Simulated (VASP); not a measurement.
# ZrC (Fm-3m) in VASP: a series of runs

Runs on ZrC. Level: PBE. Tasks: relaxation of cell and atoms.

All numbers are computed with VASP 6.6.1; they aren't measurements. Logs are shortened: lines on timing, memory, paths and dates and some standing lists are left out, and cuts for length are marked.

**1. Starting point**

It takes space group Fm-3m (No. 225, cubic). Conventional cell: a = 4.730 Å, b = 4.730 Å, c = 4.730 Å, α = 90.00°, β = 90.00°, γ = 90.00°. Around Zr (site symmetry m-3m) lie 6 C at 2.37 Å. Around C (site symmetry m-3m) lie 6 Zr at 2.37 Å.

**2. Relaxation of cell and atoms, PBE**

The input, INCAR:

```
  PREC = Accurate
  ENCUT = 520
  EDIFF = 1E-7
  ISMEAR = 0
  SIGMA = 0.3
  LREAL = F
  LASPH = T
  NELM = 80
  ALGO = Fast
  ISIF = 3
  LWAVE = F
  LCHARG = F
  GGA = PE
  IBRION = 2
  NSW = 80
  EDIFFG = -0.002
```

The input, KPOINTS:

```
Automatic mesh
0
Gamma
  16 16 16
```

The input, POSCAR:

```
ZrC
1.0
    0.0000000000      2.3650000000      2.3650000000
    2.3650000000      0.0000000000      2.3650000000
    2.3650000000      2.3650000000      0.0000000000
Zr C
1 1
Direct
    0.5000000000      0.5000000000      0.5000000000
    0.0000000000      0.0000000000      0.0000000000
```

Potentials or basis: VASP PAW PBE potentials, release 64 (Zr_sv, C).

Command:

```sh
$ cat potpaw_PBE.64/Zr_sv/POTCAR potpaw_PBE.64/C/POTCAR > POTCAR
$ mpirun -np 1 vasp_std > vasp.out
```

OUTCAR:

```text
PREC = Accurate
   ENCUT = 520
   EDIFF = 1E-7
   ISMEAR = 0
   LREAL = F
   LASPH = T
   NELM = 80
   ISIF = 3
   GGA = PE
   IBRION = 2
   NSW = 80
   EDIFFG = -0.002

 ion  position               nearest neighbor table
   1  0.500  0.500  0.500-   2 2.37   2 2.37   2 2.37   2 2.37   2 2.37   2 2.37
   2  0.000  0.000  0.000-   1 2.37   1 2.37   1 2.37   1 2.37   1 2.37   1 2.37

  LATTYP: Found a face centered cubic cell.
 ALAT       =     4.7300000000

  Lattice vectors:

 A1 = (   0.0000000000,   2.3650000000,   2.3650000000)
 A2 = (   2.3650000000,   0.0000000000,   2.3650000000)
 A3 = (   2.3650000000,   2.3650000000,   0.0000000000)

Analysis of symmetry for initial positions (statically):
=====================================================================
 Subroutine PRICEL returns:
 Original cell was already a primitive cell.

 Routine SETGRP: Setting up the symmetry group for a
 face centered cubic supercell.

 Subroutine GETGRP returns: Found 48 space group operations
 (whereof 48 operations were pure point group operations)
 out of a pool of 48 trial point group operations.

The static configuration has the point symmetry O_h .

Analysis of symmetry for dynamics (positions and initial velocities):
=====================================================================
 Subroutine PRICEL returns:
 Original cell was already a primitive cell.

 Routine SETGRP: Setting up the symmetry group for a
 face centered cubic supercell.

 Subroutine GETGRP returns: Found 48 space group operations
 (whereof 48 operations were pure point group operations)
 out of a pool of 48 trial point group operations.

The dynamic configuration has the point symmetry O_h .

 Subroutine INISYM returns: Found 48 space group operations
 (whereof 48 operations are pure point group operations),
 and found     1 'primitive' translations

----------------------------------------------------------------------------------------

                                     Primitive cell

  volume of cell :      26.4560

  direct lattice vectors                    reciprocal lattice vectors
     0.000000000  2.365000000  2.365000000    -0.211416490  0.211416490  0.211416490
     2.365000000  0.000000000  2.365000000     0.211416490 -0.211416490  0.211416490
     2.365000000  2.365000000  0.000000000     0.211416490  0.211416490 -0.211416490

  length of vectors
     3.344615075  3.344615075  3.344615075     0.366184103  0.366184103  0.366184103

  position of ions in fractional coordinates (direct lattice)
     0.500000000  0.500000000  0.500000000
     0.000000000  0.000000000  0.000000000

  ion indices of the primitive-cell ions
   primitive index   ion index
                 1           1
                 2           2

----------------------------------------------------------------------------------------

 KPOINTS: Automatic mesh

Automatic generation of k-mesh.
 Grid dimensions read from file:
 generate k-points for:   16   16   16

 Generating k-lattice:

  Cartesian coordinates                     Fractional coordinates (reciprocal lattice)
    -0.013213531  0.013213531  0.013213531     0.062500000  0.000000000  0.000000000
     0.013213531 -0.013213531  0.013213531     0.000000000  0.062500000  0.000000000
     0.013213531  0.013213531 -0.013213531     0.000000000  0.000000000  0.062500000

  Length of vectors
     0.022886506  0.022886506  0.022886506

  Shift w.r.t. Gamma in fractional coordinates (k-lattice)
     0.000000000  0.000000000  0.000000000

 Subroutine IBZKPT returns following result:
 ===========================================

 Found    145 irreducible k-points:

 Following reciprocal coordinates:
            Coordinates               Weight
  0.000000  0.000000  0.000000      1.000000
  0.062500  0.000000  0.000000      8.000000
  0.125000  0.000000  0.000000      8.000000
  0.187500  0.000000  0.000000      8.000000
  0.250000  0.000000  0.000000      8.000000
  0.312500  0.000000  0.000000      8.000000
[... 16 lines left out ...]
 -0.125000  0.062500  0.000000     24.000000
 -0.062500  0.062500  0.000000     12.000000
 [... further k-points ...]
   k-points           NKPTS =    145   k-points in BZ     NKDIM =    145   number of bands    NBANDS=     12
   number of dos      NEDOS =    301   number of ions     NIONS =      2
   total plane-waves  NPLWV =  21952
   dimension x,y,z NGX =    28 NGY =   28 NGZ =   28
   dimension x,y,z NGXF=    56 NGYF=   56 NGZF=   56
   ions per type =               1   1
   NGX,Y,Z   is equivalent  to a cutoff of  13.92, 13.92, 13.92 a.u.
   NGXF,Y,Z  is equivalent  to a cutoff of  27.84, 27.84, 27.84 a.u.
 SYSTEM =  unknown system
   PREC   = accura    normal or accurate (medium, high low for compatibility)
   ISTART =      0    job   : 0-new  1-cont  2-samecut
   ICHARG =      2    charge: 1-file 2-atom 10-const
   ISPIN  =      1    spin polarized calculation?
   LNONCOLLINEAR =      F non collinear calculations
   LSORBIT =      F    spin-orbit coupling
   LASPH  =      T    aspherical Exc in radial PAW
   ENCUT  =  520.0 eV  38.22 Ry    6.18 a.u.   6.22  6.22  6.22*2*pi/ulx,y,z
   NELM   =     80;   NELMIN=  2; NELMDL= -5     # of ELM steps
   EDIFF  = 0.1E-06   stopping-criterion for ELM
   LREAL  =      F    real-space projection
   EDIFFG = -.2E-02   stopping-criterion for IOM
   NSW    =     80    number of steps for IOM
   IBRION =      2    ionic relax: 0-MD 1-quasi-New 2-CG
   NFREE  =      1    steps in history (QN), initial steepest desc. (CG)
   ISIF   =      3    stress and relaxation
   ISYM   =      2    0-nonsym 1-usesym 2-fastsym
   POTIM  = 0.5000    time-step for ionic-motion
   TEBEG  =    0.0;   TEEND  =   0.0 temperature during run
   PSTRESS=    0.0 pullay stress
   NELECT =      16.0000    total number of electrons
   NUPDOWN=      -1.0000    fix difference up-down
   EMIN   =  10.00;   EMAX   =-10.00  energy-range for DOS
   EFERMI =   0.00;   METHOD = LEGACY
   ISMEAR =     0;   SIGMA  =   0.30  broadening in eV -4-tet -1-fermi 0-gaus
   EFERMI_NEDOS =   21; number of points for ismear=-14 and -15
   IALGO  =     68    algorithm
   IMIX   =      4    mixing-type and parameters
     AMIX     =   0.40;   BMIX     =  1.00
     AMIX_MAG =   1.60;   BMIX_MAG =  1.00
  volume/ion in A,a.u.               =      13.23        89.27
  Fermi-wavevector in a.u.,A,eV,Ry     =   1.384439  2.616209 26.077880  1.916670
  Thomas-Fermi vector in A             =   2.508943
   LORBIT       =      0    0 simple, 1 ext, 2 COOP (PROOUT), +10 PAW based schemes
   GGA     = PE    functional components
   LHFCALC =     F    Hartree Fock is set to
   AEXX    =    0.0000 exact exchange contribution
   IVDW    =     0    specifies the selected vdW correction
   LEPSILON=     F    determine dielectric tensor
   LRPA    =     F    only Hartree local field effects (RPA)
 conjugate gradient relaxation of ions
 non-spin polarized calculation
 RMM-DIIS sequential band-by-band and
 Gauss-broadening in eV      SIGMA  =   0.30
  energy-cutoff  :      520.00
  volume of cell :       26.46
 maximum number of plane-waves:       728
 NGX is ok and might be reduce to    28
   NGX = 13   NGY = 13   NGZ = 13

--------------------------------------- Ionic step        1  -------------------------------------------

 number of electron      16.0000000 magnetization

 Free energy of the ion-electron system (eV)
  ---------------------------------------------------
  ext. energy  EPLUGINS =         0.00000000
  ---------------------------------------------------
  free energy    TOTEN  =       -19.46616071 eV

  energy without entropy =      -19.45181318  energy(sigma->0) =      -19.45898695

------------------------ aborting loop because EDIFF is reached ----------------------------------------

  FORCE on cell =-STRESS in cart. coord.  units (eV):
  Direction    XX          YY          ZZ          XY          YZ          ZX
  --------------------------------------------------------------------------------------
  -------------------------------------------------------------------------------------
  Total       -0.4408330     -0.4408330     -0.4408330      0.0000000     -0.0000000      0.0000000
  in kB      -26.6969281    -26.6969281    -26.6969281      0.0000000     -0.0000000      0.0000000
  external PRESSURE =     -26.6969281 kB  Pullay stress =       0.0000000 kB
[... 57 lines left out ...]
  energy  without entropy=      -19.4477229811  energy(sigma->0) =      -19.45475944

--------------------------------------- Ionic step        3  -------------------------------------------

 number of electron      16.0000000 magnetization

 Free energy of the ion-electron system (eV)
  ---------------------------------------------------
  ext. energy  EPLUGINS =         0.00000000
  ---------------------------------------------------
  free energy    TOTEN  =       -19.46890237 eV

  energy without entropy =      -19.45465642  energy(sigma->0) =      -19.46177940

 E-fermi :   9.5419     XC(G=0): -12.1013

 val. band max:        9.5274110721   @ k =   0.4375   0.4375   0.0000
 cond. band min:       9.5824560159   @ k =   0.4375   0.3750   0.0000
 fundamental gap:      0.0550449438
 Fermi energy:         9.5418861495

 k-point     1 :       0.0000    0.0000    0.0000
  band No.  band energies     occupation
      1     -38.5920      2.00000
      2     -16.3068      2.00000
      3     -16.3068      2.00000
      4     -16.3068      2.00000
      5      -1.7464      2.00000
      6      10.4699      0.00001
      7      10.4699      0.00001
      8      10.4699      0.00001
      9      10.6299      0.00000
     10      10.6299      0.00000
     11      10.6299      0.00000
     12      12.3315      0.00000
[... 331 lines left out ...]
 k-point    24 :      -0.0625    0.0625    0.0000
  band No.  band energies     occupation
      1     -38.5823      2.00000
      2     -16.3881      2.00000
      3     -16.3284      2.00000
      4     -16.3084      2.00000
      5      -1.5158      2.00000
      6       9.1493      1.93580
      7       9.3618      1.60397
      8       9.5070      1.13069
      9      10.7717      0.00000
     10      11.3886      0.00000
     11      11.4716      0.00000
     12      12.9502      0.00000

 [... further k-points ...]

------------------------ aborting loop because EDIFF is reached ----------------------------------------

  FORCE on cell =-STRESS in cart. coord.  units (eV):
  Direction    XX          YY          ZZ          XY          YZ          ZX
  --------------------------------------------------------------------------------------
  -------------------------------------------------------------------------------------
  Total       -0.0023172     -0.0023172     -0.0023172      0.0000000     -0.0000000      0.0000000
  in kB       -0.1420702     -0.1420702     -0.1420702      0.0000000     -0.0000000      0.0000000
  external PRESSURE =      -0.1420702 kB  Pullay stress =       0.0000000 kB
[... 17 lines left out ...]
  FREE ENERGIE OF THE ION-ELECTRON SYSTEM (eV)
  ---------------------------------------------------
  free  energy   TOTEN  =       -19.4689023729 eV

  energy  without entropy=      -19.4546564214  energy(sigma->0) =      -19.46177940

 reached required accuracy - stopping structural energy minimisation
```

Wall time 2 min (1 thread of Intel Xeon 6975P-C (Granite Rapids), shared host); peak memory 0.2 GiB.

Results:

* Free energy: -19.4689 eV
* Relaxed volume: 13.07 Å³/atom
* Relaxed cell: a = 3.331 Å, b = 3.331 Å, c = 3.331 Å, α = 60.00°, β = 60.00°, γ = 60.00°
* Space group after relaxing (to 0.05 Å): Fm-3m (No. 225)
* Energy gained by relaxing: 1.4 meV/atom
* Ionic steps: 3
* Pressure after relaxing: 0.0 GPa
* Band gap on the k mesh: none (metal or under the smearing width)

The path:
```tsv
step	energy change (eV)	largest force (eV/Å)	pressure (GPa)	volume (Å³)
1	0.0000	0.0000	-2.67	26.46
2	0.0044	0.0000	4.54	25.62
3	-0.0027	0.0000	-0.01	26.13
```

Final structure:
```
Zr C
1.0
     0.00000    2.35532    2.35532
     2.35532    0.00000    2.35532
     2.35532    2.35532    0.00000
Zr C
1 1
Direct
  0.50000 0.50000 0.50000
  0.00000 0.00000 0.00000
```

**3. Relaxation of cell and atoms, PBE**

This run uses another cell than the first one, of 13.07 Å³/atom, 0.988 times its volume.

INCAR is that of step 2.

KPOINTS is that of step 2.

The input, POSCAR:

```
ZrC                                     
1.0
   -0.0000000000      2.3553198879      2.3553198879
    2.3553198879      0.0000000000      2.3553198879
    2.3553198879      2.3553198879      0.0000000000
  Zr              C             
     1     1
Direct
     0.5000000000000000    0.5000000000000000    0.5000000000000000
     0.0000000000000000    0.0000000000000000    0.0000000000000000
```

Potentials or basis: VASP PAW PBE potentials, release 64 (Zr_sv, C).

Command:

```sh
$ cat potpaw_PBE.64/Zr_sv/POTCAR potpaw_PBE.64/C/POTCAR > POTCAR
$ mpirun -np 1 vasp_std > vasp.out
```

It took 54 s on 1 thread of Intel Xeon 6975P-C (Granite Rapids), shared host; peak memory 0.19 GiB.

The run converged. Its results:

```
Free energy             : -19.4687 eV
Pressure after relaxing : 0.0 GPa
Band gap on the k mesh  : none (metal or under the smearing width)
```

Final structure:
```
Zr C
1.0
     0.00000    2.35532    2.35532
     2.35532    0.00000    2.35532
     2.35532    2.35532    0.00000
Zr C
1 1
Direct
  0.50000 0.50000 0.50000
  0.00000 0.00000 0.00000
```

Levels at points of the mesh, in eV from the Fermi level:
```tsv
k point	band 5	band 6	band 7	band 8	band 9	band 10	band 11	band 12
(0.00, 0.00, 0.00)	-11.29	0.93	0.93	0.93	1.09	1.09	1.09	2.79
(0.50, 0.00, 0.00)	-8.25	-5.27	-2.91	-2.91	4.46	4.46	5.40	6.50
(0.50, 0.50, 0.00)	-10.12	-2.08	-1.74	0.05	0.05	4.41	5.61	5.61
```

Caveat: the relaxation stopped at its first step, so nothing moved.
